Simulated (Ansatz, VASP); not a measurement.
# BAs: VASP beside Ansatz

```
As B
1.0
     0.00000    2.35622    2.35622
     2.35622    0.00000    2.35622
     2.35622    2.35622    0.00000
As B
1 1
Direct
  0.75000 0.75000 0.75000
  0.00000 0.00000 0.00000
```

Change from the starting cell: volume scaled by 0.96.

Alike in both runs: task single point; functional r2SCAN; k mesh 10 × 10 × 10; occupations fermi-dirac, width 0.05 eV; no spin polarisation.

```csv
,VASP,Ansatz
version,VASP 6.6.1,Ansatz 0.2.0
potentials or method,"VASP PAW PBE potentials, release 64 (As, B)",Ansatz PAW
plane-wave cutoff (eV),520,500
valence electrons in the cell,8,18
```

```tsv
	VASP	Ansatz	Ansatz less VASP
gap on the k mesh at the Fermi level (eV)	1.33	1.33	+0.002
least direct gap on the mesh (eV)	3.49	3.49	-0.003
pressure (GPa)	7.3	7.0	-0.37
```

The two sets of potentials don't hold the same shells in valence.

Caveats: the PAW data sets were made with another functional, which shifts forces and pressure a little (VASP); the PAW data sets come from PBE, with cores solved anew for the run's functional, which leaves a small shift of forces and pressure (Ansatz). A k mesh can miss the band edges.
